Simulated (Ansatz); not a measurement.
What strain does to CaSe (Fm-3m)

CaSe (started from an entry of an open crystallographic database), relaxed with r2SCAN in Ansatz. The symmetry is Fm-3m (No. 225, cubic); a = 5.935 Å in the conventional setting, 26.13 Å³ an atom. Ca has 6 Se at 2.97 Å; Se has 6 Ca at 2.97 Å.

The axes x, y and z are those of this cell:
```
CELL_PARAMETERS angstrom
0.00000 2.96753 2.96753
2.96753 0.00000 2.96753
2.96753 2.96753 0.00000
ATOMIC_POSITIONS crystal
Ca 0.00000 0.00000 0.00000
Se 0.50000 0.50000 0.50000
```

Unstrained: With PBE the valence top lies at Γ and the conduction bottom at X, 2.057 eV higher; the smallest vertical gap, at X, is 2.980 eV. With r2SCAN the valence top lies at Γ and the conduction bottom at X, 2.517 eV higher; the smallest vertical gap, at X, is 3.458 eV. The HSE06 gap is indirect, 2.999 eV (Γ to X), below the direct gap of 4.032 eV at X. Meshes: PBE 8×8×8, r2SCAN 8×8×8, HSE06 6×6×6. Strains are changes of length per length. After each strain the atoms were relaxed again with r2SCAN within the symmetry that the strain leaves, so tilts or polar shifts that break it weren't tested; points keep the names that they have in the unstrained zone. The values are computed, spin-unpolarised, and not measurements.

Changes of the least gap in eV (an overlap counts as a negative gap):
```json
{"strain": "isotropic +0.46 % on every length", "volume change (%)": "+1.4", "space group": "Fm-3m", "PBE": "+0.031", "r2SCAN": "+0.032", "HSE06": "+0.034", "energy rise, r2SCAN (meV/atom)": "0.8"}
{"strain": "biaxial -1.14 % in x and y, z held", "volume change (%)": "-2.3", "space group": "I4/mmm", "PBE": "-0.058", "r2SCAN": "-0.059", "HSE06": "-0.062", "energy rise, r2SCAN (meV/atom)": "3.0"}
```

Isotropic +0.46 % on every length. HSE06: the gap goes from 2.999 to 3.033 eV (+0.034 eV). Stress change with r2SCAN, compression positive: xx -0.69, yy -0.69, zz -0.69 GPa. For HSE06, dE_g/d ln V = 2.5 eV over this step.

Biaxial -1.14 % in x and y, z held. HSE06: the gap goes from 2.999 to 2.937 eV (-0.062 eV). Stress change with r2SCAN, compression positive: xx +1.67, yy +1.67, zz +0.46 GPa.

The runs are scalar-relativistic, without spin-orbit coupling.

The meshes of the hybrids are coarse, so their gaps aren't converged to the digits shown.
